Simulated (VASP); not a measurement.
**BN in VASP: one cell, several levels of theory**

Aim: gap, levels, forces and stress of rocksalt BN, under +3.6 % strain along [111] alone at fixed geometry. Runs: PBE, r2SCAN. The results are then set beside those of Ansatz 0.2.0 for the same cell. This is a trial cell built on a prototype, not taken from a measured structure, and it needn't be the compound's ground state.

The runs shown are made with VASP 6.6.1. PAW datasets, plane waves. Computed, not measured; no magnetism was allowed, and the structure may never have been made.

### 1 The structure to begin with

The cell comes from an earlier relaxation with r2SCAN in another program, then strained, with the atoms relaxed again.

Space group R-3m (No. 166), trigonal; conventional cell a = 2.469 Å, c = 6.263 Å, 5.51 Å³ an atom. Around B lie 6 N at 1.77 Å; around N lie 6 B at 1.77 Å.

Coordinates:

```xyz
2
Lattice="0.0414 1.7873 1.7873 1.7873 0.0414 1.7873 1.7873 1.7873 0.0414" Properties=species:S:1:pos:R:3 pbc="T T T"
B     0.0000    0.0000    0.0000
N     1.8080    1.8080    1.8080
```

### 2 PBE

INCAR

```
ENCUT = 520.000000
SIGMA = 0.020000
EDIFF = 1.00e-07
GGA = PE
PREC = Accurate
IBRION = -1
ISIF = 2
ISMEAR = -1
NBANDS = 11
NELM = 120
NSW = 0
LASPH = .TRUE.
LCHARG = .FALSE.
LWAVE = .FALSE.
LREAL = .FALSE.
```

KPOINTS

```
KPOINTS created by Atomic Simulation Environment
0
Gamma
12 12 12
0 0 0
```

KPOINTS_OPT

```
special points
7
Reciprocal
0.0000000000 0.0000000000 0.0000000000 1
0.5000000000 0.0000000000 0.5000000000 1
0.6250000000 0.2500000000 0.6250000000 1
0.3750000000 0.3750000000 0.7500000000 1
0.5000000000 0.5000000000 0.5000000000 1
0.5000000000 0.2500000000 0.7500000000 1
0.0000000000 0.1666666667 -0.1666666667 1
```

POSCAR

```
B  N
 1.0000000000000000
     0.0414342689000000    1.7872602038000001    1.7872602038000001
     1.7872602038000001    0.0414342689000000    1.7872602038000001
     1.7872602038000001    1.7872602038000001    0.0414342689000000
 B   N
   1   1
Cartesian
  0.0000000000000000  0.0000000000000000  0.0000000000000000
  1.8079773382500006  1.8079773382500006  1.8079773382500006
```

The run uses the recommended PBE PAW datasets (8 valence electrons a neutral cell).

Run with:

```bash
> mpirun -np 1 vasp_std
```

Standard output, without the iteration lines:

```text
POSCAR found type information on POSCAR B N
 POSCAR found :  2 types and       2 ions
 LDA part: xc-table for (Slater+PW92), standard interpolation
 POSCAR, INCAR and KPOINTS ok, starting setup
 FFT: planning ... GRIDC
 FFT: planning ... GRID_SOFT
 FFT: planning ... GRID
 WAVECAR not read
 entering main loop
 Start KPOINTS_OPT (optional k-point list driver)
k-point batch [1-7\7]
```

OSZICAR:

```text
N       E                     dE             d eps       ncg     rms          rms(c)
DAV:   1     0.117174551953E+02    0.11717E+02   -0.49499E+03  4313   0.727E+02
DAV:   2    -0.142042198121E+02   -0.25922E+02   -0.24575E+02  4909   0.156E+02
DAV:   3    -0.147210492212E+02   -0.51683E+00   -0.51571E+00  4964   0.185E+01
DAV:   4    -0.147215256845E+02   -0.47646E-03   -0.47645E-03  4572   0.623E-01
DAV:   5    -0.147215259129E+02   -0.22845E-06   -0.22897E-06  4932   0.144E-02    0.620E+00
DAV:   6    -0.138913966106E+02    0.83013E+00   -0.44013E+00  4575   0.107E+01    0.228E+00
DAV:   7    -0.139003284055E+02   -0.89318E-02   -0.71660E-02  4629   0.236E+00    0.153E+00
DAV:   8    -0.139049761375E+02   -0.46477E-02   -0.68976E-03  4398   0.628E-01    0.312E-01
DAV:   9    -0.139047422596E+02    0.23388E-03   -0.11055E-03  4577   0.174E-01    0.865E-02
DAV:  10    -0.139047521550E+02   -0.98955E-05   -0.46086E-05  4638   0.502E-02    0.729E-03
DAV:  11    -0.139047521648E+02   -0.97660E-08   -0.12763E-06  4758   0.736E-03    0.343E-03
DAV:  12    -0.139047522227E+02   -0.57935E-07   -0.64175E-08  3170   0.224E-03
   1 F= -.13904752E+02 E0= -.13904752E+02  d E =-.659395E-10
       N       E                     dE             ncg
DAV:   1     0.223059921335E+04   -0.19825E+04      162
DAV:   2     0.205135300756E+04   -0.17925E+03      191
DAV:   3     0.204799143805E+04   -0.33616E+01      187
DAV:   4     0.204798888096E+04   -0.25571E-02      163
DAV:   5     0.204798887950E+04   -0.14641E-05      184
DAV:   6     0.204798887949E+04   -0.72578E-09      169
```

The lines after F= are the extra pass for the points of KPOINTS_OPT, at fixed density; their E is not a total energy.

From OUTCAR:

```text
k-points           NKPTS =    189   k-points in BZ     NKDIM =    189   number of bands    NBANDS=     11

   NELECT =       8.0000    total number of electrons

   dimension x,y,z NGX =    20 NGY =   20 NGZ =   20
   dimension x,y,z NGXF=    40 NGYF=   40 NGZF=   40

  energy-cutoff  :      520.00
  volume of cell :       11.02
      direct lattice vectors                 reciprocal lattice vectors
     0.041434269  1.787260204  1.787260204    -0.289679147  0.283115643  0.283115643
     1.787260204  0.041434269  1.787260204     0.283115643 -0.289679147  0.283115643
     1.787260204  1.787260204  0.041434269     0.283115643  0.283115643 -0.289679147

 k-points in reciprocal lattice and weights: KPOINTS created by Atomic Simulation Env
   0.00000000  0.00000000  0.00000000       0.001
   0.08333333 -0.00000000 -0.00000000       0.003
   0.16666667  0.00000000  0.00000000       0.003
   0.25000000  0.00000000 -0.00000000       0.003
   0.33333333 -0.00000000 -0.00000000       0.003
   0.41666667  0.00000000 -0.00000000       0.003
   0.50000000  0.00000000 -0.00000000       0.002
   0.08333333  0.08333333 -0.00000000       0.003
[... 181 more k-points ...]

 E-fermi :  10.5334

 k-point     1 :       0.0000    0.0000    0.0000
  band No.  band energies     occupation
      1     -12.1216      2.00000
      2       8.4967      2.00000
      3       9.3330      2.00000
      4       9.3330      2.00000
      5      18.3146      0.00000
      6      21.5774      0.00000
      7      21.5774      0.00000
      8      21.8164      0.00000
      9      27.4538      0.00000
     10      28.8102      0.00000
     11      28.8102      0.00000

 k-point     2 :       0.0833   -0.0000   -0.0000
  band No.  band energies     occupation
      1     -11.9277      2.00000
      2       8.2534      2.00000
      3       8.7483      2.00000
      4       9.3066      2.00000
      5      18.5374      0.00000
      6      20.9483      0.00000
      7      21.0865      0.00000
      8      21.5008      0.00000
      9      27.7377      0.00000
     10      28.2271      0.00000
     11      29.3141      0.00000

 k-point     3 :       0.1667    0.0000    0.0000
  band No.  band energies     occupation
      1     -11.3507      2.00000
      2       6.3674      2.00000
      3       8.6003      2.00000
      4       9.2525      2.00000
      5      18.5310      0.00000
      6      19.4896      0.00000
      7      19.5802      0.00000
      8      21.5226      0.00000
      9      27.4285      0.00000
     10      29.4302      0.00000
     11      30.7401      0.00000

 k-point     4 :       0.2500    0.0000   -0.0000
  band No.  band energies     occupation
      1     -10.4097      2.00000
      2       3.7991      2.00000
      3       8.6488      2.00000
      4       9.2243      2.00000
      5      17.5527      0.00000
      6      17.8449      0.00000
      7      18.1878      0.00000
      8      22.0379      0.00000
      9      27.9862      0.00000
     10      31.5828      0.00000
     11      32.9600      0.00000

 k-point     5 :       0.3333   -0.0000   -0.0000
  band No.  band energies     occupation
      1      -9.1581      2.00000
      2       1.1603      2.00000
      3       8.7842      2.00000
      4       9.2587      2.00000
      5      16.0993      0.00000
      6      16.4081      0.00000
      7      17.3817      0.00000
      8      22.5429      0.00000
      9      29.3650      0.00000
     10      34.3895      0.00000
     11      35.8538      0.00000

 k-point     6 :       0.4167    0.0000   -0.0000
  band No.  band energies     occupation
      1      -7.7754      2.00000
      2      -1.1298      2.00000
      3       8.9551      2.00000
      4       9.3354      2.00000
      5      15.0277      0.00000
      6      15.4206      0.00000
      7      16.8851      0.00000
      8      22.8377      0.00000
      9      31.1193      0.00000
     10      37.5952      0.00000
     11      38.9149      0.00000

 k-point     7 :       0.5000    0.0000   -0.0000
  band No.  band energies     occupation
      1      -6.9892      2.00000
      2      -2.2297      2.00000
      3       9.0390      2.00000
      4       9.3778      2.00000
      5      14.6311      0.00000
      6      15.0642      0.00000
      7      16.7158      0.00000
      8      22.9314      0.00000
      9      32.1565      0.00000
     10      37.5056      0.00000
     11      40.5243      0.00000

 k-point     8 :       0.0833    0.0833   -0.0000
  band No.  band energies     occupation
      1     -11.8670      2.00000
      2       8.1203      2.00000
      3       8.9188      2.00000
      4       8.9546      2.00000
      5      18.7272      0.00000
      6      19.9589      0.00000
      7      21.5822      0.00000
      8      21.7414      0.00000
      9      26.5164      0.00000
     10      29.1711      0.00000
     11      30.0274      0.00000

 k-point     9 :       0.1667    0.0833   -0.0000
  band No.  band energies     occupation
      1     -11.4209      2.00000
      2       7.1364      2.00000
      3       7.9614      2.00000
      4       9.1538      2.00000
      5      18.1771      0.00000
      6      19.2166      0.00000
      7      21.1792      0.00000
      8      21.5882      0.00000
      9      25.8769      0.00000
     10      30.4391      0.00000
     11      31.2741      0.00000

 k-point    10 :       0.2500    0.0833   -0.0000
  band No.  band energies     occupation
      1     -10.6024      2.00000
      2       4.7876      2.00000
      3       7.7206      2.00000
      4       9.2152      2.00000
      5      16.6146      0.00000
      6      18.7836      0.00000
      7      19.8823      0.00000
      8      22.0119      0.00000
      9      26.4406      0.00000
     10      31.9858      0.00000
     11      33.2712      0.00000

 k-point    11 :       0.3333    0.0833   -0.0000
  band No.  band energies     occupation
      1      -9.4492      2.00000
      2       2.1685      2.00000
      3       7.7233      2.00000
      4       9.0840      2.00000
      5      15.3851      0.00000
      6      17.9160      0.00000
      7      18.5204      0.00000
      8      22.6320      0.00000
      9      27.9081      0.00000
     10      34.0782      0.00000
     11      35.9800      0.00000

[... the tables of k-points 12 to 189 left out ...]

  Total       -0.6054930     -0.6054930     -0.6054930     -0.9740454     -0.9740454     -0.9740454
  in kB      -88.0227283    -88.0227283    -88.0227283   -141.6005452   -141.6005452   -141.6005452
  external PRESSURE =     -88.0227283 kB  Pullay stress =       0.0000000 kB

 POSITION                                       TOTAL-FORCE (eV/Angst)
 -----------------------------------------------------------------------------------
      0.00000      0.00000      0.00000         0.000000      0.000000      0.000000
      1.80798      1.80798      1.80798        -0.000000     -0.000000     -0.000000
 -----------------------------------------------------------------------------------
    total drift:                                0.000000      0.000000      0.000000

  FREE ENERGIE OF THE ION-ELECTRON SYSTEM (eV)
  ---------------------------------------------------
  free  energy   TOTEN  =       -13.9047522227 eV

  energy  without entropy=      -13.9047522227  energy(sigma->0) =      -13.90475222
```

The levels at the points of KPOINTS_OPT are read from vasprun.xml.

Levels at the named points, in eV from the top of band v (v: the last filled band by count, c: the next):

```tsv
point	v−1	v	c	c+1
Γ	-0.82	-0.82	8.16	11.42
X	-6.02	-5.35	0.72	8.68
U	-9.11	-4.16	3.07	10.71
K	-9.11	-4.16	3.07	10.71
L	-0.53	-0.53	5.32	5.32
W	-9.39	-7.04	6.56	7.27
```

The PBE gap is 0.72 eV and indirect ((0.33, 0.17, 0.17) to X), with 5.25 eV as the least direct one. The pressure is -8.80 GPa; the forces vanish within 0.01 eV/Å.

[end of part 1 of 2]
